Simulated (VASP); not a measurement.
# Os (Fm-3m) in VASP: notebook

Aim: see how the results for Os move with the level of theory and the settings. Levels: PBEsol, RPBE. Tasks: relaxation of cell and atoms, single point.

Program: VASP 6.6.1. These are calculated values, not measurements. Logs are shortened: lines on timing, memory, paths and dates and some standing lists are left out, and cuts for length are marked.

## 1. The structure

Symmetry: Fm-3m, No. 225, cubic system. The conventional cell has a = 3.826 Å, b = 3.826 Å, c = 3.826 Å, α = 90.00°, β = 90.00°, γ = 90.00°. Around Os (site symmetry m-3m) lie 12 Os at 2.71 Å.

This isn't the form of Os at room conditions, which is hcp.

## 2. Relaxation of cell and atoms, PBEsol

INCAR reads:

```
SYSTEM = Os
PREC = Accurate
ENCUT = 600
EDIFF = 1E-7
ISMEAR = 0
SIGMA = 0.1
LREAL = .FALSE.
LASPH = .TRUE.
NELM = 60
ALGO = Fast
ISIF = 3
LWAVE = .FALSE.
LCHARG = .FALSE.
GGA = PS
IBRION = 2
NSW = 90
EDIFFG = -0.005
```

KPOINTS reads:

```
regular mesh
0
G
  6 6 6
  0 0 0
```

POSCAR reads:

```
Os
1.0
    0.0000000000      1.9129311800      1.9129311800
    1.9129311800      0.0000000000      1.9129311800
    1.9129311800      1.9129311800      0.0000000000
Os
1
Direct
    0.0000000000      0.0000000000      0.0000000000
```

Potentials or basis: VASP PAW PBE potentials, release 64 (Os).

On the command line:

```console
$ cat potpaw_PBE.64/Os/POTCAR > POTCAR
$ mpirun -np 1 vasp_std > vasp.out
```

OUTCAR:

```text
SYSTEM = Os
   PREC = Accurate
   ENCUT = 600
   EDIFF = 1E-7
   ISMEAR = 0
   LREAL = .FALSE.
   LASPH = .TRUE.
   NELM = 60
   ISIF = 3
   GGA = PS
   IBRION = 2
   NSW = 90
   EDIFFG = -0.005

 ion  position               nearest neighbor table
   1  0.000  0.000  0.000-

  LATTYP: Found a face centered cubic cell.
 ALAT       =     3.8258623600

  Lattice vectors:

 A1 = (   0.0000000000,   1.9129311800,   1.9129311800)
 A2 = (   1.9129311800,   0.0000000000,   1.9129311800)
 A3 = (   1.9129311800,   1.9129311800,   0.0000000000)

Analysis of symmetry for initial positions (statically):
=====================================================================
 Subroutine PRICEL returns:
 Original cell was already a primitive cell.

 Routine SETGRP: Setting up the symmetry group for a
 face centered cubic supercell.

 Subroutine GETGRP returns: Found 48 space group operations
 (whereof 48 operations were pure point group operations)
 out of a pool of 48 trial point group operations.

The static configuration has the point symmetry O_h .

Analysis of symmetry for dynamics (positions and initial velocities):
=====================================================================
 Subroutine PRICEL returns:
 Original cell was already a primitive cell.

 Routine SETGRP: Setting up the symmetry group for a
 face centered cubic supercell.

 Subroutine GETGRP returns: Found 48 space group operations
 (whereof 48 operations were pure point group operations)
 out of a pool of 48 trial point group operations.

The dynamic configuration has the point symmetry O_h .

 Subroutine INISYM returns: Found 48 space group operations
 (whereof 48 operations are pure point group operations),
 and found     1 'primitive' translations

----------------------------------------------------------------------------------------

                                     Primitive cell

  volume of cell :      14.0000

  direct lattice vectors                    reciprocal lattice vectors
     0.000000000  1.912931180  1.912931180    -0.261378980  0.261378980  0.261378980
     1.912931180  0.000000000  1.912931180     0.261378980 -0.261378980  0.261378980
     1.912931180  1.912931180  0.000000000     0.261378980  0.261378980 -0.261378980

  length of vectors
     2.705293219  2.705293219  2.705293219     0.452721673  0.452721673  0.452721673

  position of ions in fractional coordinates (direct lattice)
[... 72 lines left out ...]
   IBRION =      2    ionic relax: 0-MD 1-quasi-New 2-CG
   NFREE  =      1    steps in history (QN), initial steepest desc. (CG)
   ISIF   =      3    stress and relaxation
   ISYM   =      2    0-nonsym 1-usesym 2-fastsym
   POTIM  = 0.5000    time-step for ionic-motion
   TEBEG  =    0.0;   TEEND  =   0.0 temperature during run
   PSTRESS=    0.0 pullay stress
   NELECT =       8.0000    total number of electrons
   NUPDOWN=      -1.0000    fix difference up-down
   EMIN   =  10.00;   EMAX   =-10.00  energy-range for DOS
   EFERMI =   0.00;   METHOD = LEGACY
   ISMEAR =     0;   SIGMA  =   0.10  broadening in eV -4-tet -1-fermi 0-gaus
   EFERMI_NEDOS =   21; number of points for ismear=-14 and -15
   IALGO  =     68    algorithm
   IMIX   =      4    mixing-type and parameters
     AMIX     =   0.40;   BMIX     =  1.00
     AMIX_MAG =   1.60;   BMIX_MAG =  1.00
  volume/ion in A,a.u.               =      14.00        94.48
  Fermi-wavevector in a.u.,A,eV,Ry     =   1.358508  2.567208 25.110144  1.845544
  Thomas-Fermi vector in A             =   2.485335
   LORBIT       =      0    0 simple, 1 ext, 2 COOP (PROOUT), +10 PAW based schemes
   GGA     = PS    functional components
   LHFCALC =     F    Hartree Fock is set to
   AEXX    =    0.0000 exact exchange contribution
   IVDW    =     0    specifies the selected vdW correction
   LEPSILON=     F    determine dielectric tensor
   LRPA    =     F    only Hartree local field effects (RPA)
 conjugate gradient relaxation of ions
 non-spin polarized calculation
 RMM-DIIS sequential band-by-band and
 Gauss-broadening in eV      SIGMA  =   0.10
  energy-cutoff  :      600.00
  volume of cell :       14.00
 maximum number of plane-waves:       483
 NGX is ok and might be reduce to    24
   NGX = 11   NGY = 11   NGZ = 11

 number of electron       8.0000000 magnetization

 Free energy of the ion-electron system (eV)
  ---------------------------------------------------
  ext. energy  EPLUGINS =         0.00000000
  ---------------------------------------------------
  free energy    TOTEN  =       -12.03992425 eV

  energy without entropy =      -12.03963519  energy(sigma->0) =      -12.03977972

 E-fermi :   9.5042     XC(G=0): -14.1508

 val. band max:        9.3272937717   @ k =  -0.3333   0.5000   0.1667
 cond. band min:       9.6996835870   @ k =   0.3333   0.1667   0.0000
 fundamental gap:      0.3723898154
 Fermi energy:         9.5042067828

 k-point     1 :       0.0000    0.0000    0.0000
  band No.  band energies     occupation
      1      -1.6927      2.00000
      2       6.1362      2.00000
      3       6.1362      2.00000
      4       6.1362      2.00000
      5       9.2305      1.99989
      6       9.2305      1.99989
      7      23.4127      0.00000
      8      29.2701      0.00000
[... 155 lines left out ...]
 k-point    16 :      -0.3333    0.5000    0.1667
  band No.  band energies     occupation
      1       2.7723      2.00000
      2       3.4834      2.00000
      3       6.9271      2.00000
      4       9.3273      1.98765
      5      12.3145      0.00000
      6      17.2402      0.00000
      7      18.9294      0.00000
      8      20.7411      0.00000

------------------------ aborting loop because EDIFF is reached ----------------------------------------

  FORCE on cell =-STRESS in cart. coord.  units (eV):
  Direction    XX          YY          ZZ          XY          YZ          ZX
  --------------------------------------------------------------------------------------
  -------------------------------------------------------------------------------------
  Total        0.0031855      0.0031855      0.0031855     -0.0000000      0.0000000      0.0000000
  in kB        0.3645494      0.3645494      0.3645494     -0.0000000      0.0000000      0.0000000
  external PRESSURE =       0.3645494 kB  Pullay stress =       0.0000000 kB

 VOLUME and BASIS-vectors are now :
 -----------------------------------------------------------------------------
  energy-cutoff  :      600.00
  volume of cell :       14.00
      direct lattice vectors                 reciprocal lattice vectors
     0.000000000  1.912931180  1.912931180    -0.261378980  0.261378980  0.261378980
     1.912931180  0.000000000  1.912931180     0.261378980 -0.261378980  0.261378980
     1.912931180  1.912931180  0.000000000     0.261378980  0.261378980 -0.261378980

 POSITION                                       TOTAL-FORCE (eV/Angst)
 -----------------------------------------------------------------------------------
      0.00000      0.00000      0.00000         0.000000      0.000000      0.000000
 -----------------------------------------------------------------------------------
    total drift:                               -0.000000      0.000000     -0.000000

  FREE ENERGIE OF THE ION-ELECTRON SYSTEM (eV)
  ---------------------------------------------------
  free  energy   TOTEN  =       -12.0399242533 eV

  energy  without entropy=      -12.0396351854  energy(sigma->0) =      -12.03977972

 reached required accuracy - stopping structural energy minimisation
```

Run time: 4.5 s. Hardware: 1 thread of Intel Xeon 6975P-C (Granite Rapids), shared host; peak memory 0.14 GiB.

Results:

| Property | Result |
| --- | --- |
| Free energy | -12.0399 eV |
| Pressure after relaxing | 0.0 GPa |
| Band gap on the k mesh | none (metal or under the smearing width) |

Final structure:
```
Os
1.0
     0.00000    1.91293    1.91293
     1.91293    0.00000    1.91293
     1.91293    1.91293    0.00000
Os
1
Direct
  0.00000 0.00000 0.00000
```

Caveat: the k mesh is coarse (spacing up to 0.47 Å⁻¹), so the values aren't converged; the relaxation stopped at its first step, so nothing moved; the PAW data sets were made with another functional, which shifts forces and pressure a little.

[end of part 1 of 2]
